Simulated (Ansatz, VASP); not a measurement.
Two plane-wave programs on Hg

```
CELL_PARAMETERS angstrom
-1.72844 1.72844 1.72844
1.72844 -1.72844 1.72844
1.72844 1.72844 -1.72844
ATOMIC_POSITIONS crystal
Hg 0.00000 0.00000 0.00000
```

Alike in both runs: task single point; functional LDA; k mesh 14 × 14 × 14; occupations fermi-dirac, width 0.1 eV; no spin polarisation.

|  | VASP | Ansatz |
| --- | --- | --- |
| version | VASP 6.6.1 | Ansatz 0.2.0 |
| potentials or method | VASP PAW LDA potentials, release 64 (Hg) | plane waves (420 eV) with PAW, scalar-relativistic |
| plane-wave cutoff (eV) | 520 | 420 |
| valence electrons in the cell | 12 | 20 |

Ansatz gave:

- pressure (GPa): 5.8

Q: What did VASP give for the same quantities?

A: Pressure (GPa): 6.8.

The two sets of potentials don't hold the same shells in valence. Ansatz warned: «pseudo_functional_mismatch».

Spin-orbit coupling is left out, which matters for the levels of Hg.
